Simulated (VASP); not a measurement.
# PbTe: convergence, self-consistent run

PbTe, P1 (no. 1), 2 atoms in the cell. PBE; PAW potentials Pb_d, Te (PBE set). VASP 6.6.1. The atoms are moved at random off their ideal places.

Wanted: energy within 1 meV/atom; forces within 0.005 eV/Å; pressure within 0.1 GPa.

POSCAR:
```
TePb
1.0
    4.0022870000      0.0000000000      0.0000000000
    0.0000000000      4.0022870000      0.0000000000
    0.0000000000      0.0000000000      4.0022870000
Pb Te
1 1
Direct
    0.0019250000      0.0014740000      0.0027540000
    0.5015840000      0.5032400000      0.5018580000
```

## One numerical tag moved

| One numerical tag moved | Energy less reference (meV/atom) | Forces, largest deviation (eV/Å) | Pressure (GPa) | SCF iterations | Time (s) |
|---|---|---|---|---|---|
| default | 0.0 | 0.0000 | -0.46 | 13 | 33 |
| LDIAG = F | 0.0 | 0.0000 | -0.47 | 12 | 40 |
| WEIMIN = 0.0 | 0.0 | 0.0000 | -0.46 | 13 | 31 |
| LMAXPAW = 0 | 0.0 | 0.0000 | -0.46 | 13 | 30 |
| DEPER = 0.05 | 0.0 | 0.0000 | -0.47 | 12 | 36 |
| RANDOM_GENERATOR = pcg_32 | 0.0 | 0.0000 | -0.46 | 13 | 31 |
| LMAXPAW = -1 | 0.7 | 0.0001 | -0.50 | 12 | 28 |
| LCORR = F | 0.0 | 0.0000 | -0.46 | 13 | 32 |
| NDAV = 8 | 0.0 | 0.0000 | -0.46 | 13 | 33 |

Chosen: default; no other choice that stays within half of the tolerance saves 30 % of the time.

## The input

INCAR:
```
PREC = Accurate
ENCUT = 520
EDIFF = 1E-7
ISMEAR = 0
SIGMA = 0.02
LREAL = False
LASPH = True
ALGO = Normal
NELM = 100
ISIF = 2
LWAVE = False
LCHARG = False
```

KPOINTS:
```
k-points
0
Gamma
  6 6 6
```

Commands:
```
cat potpaw_PBE.64/Pb_d/POTCAR potpaw_PBE.64/Te/POTCAR > POTCAR
mpirun -np 1 vasp_std > vasp.out
```

The chosen input took VASP 6.6.1 33 s on 1 core (Intel Xeon 6975P-C (Granite Rapids)), a shared host.
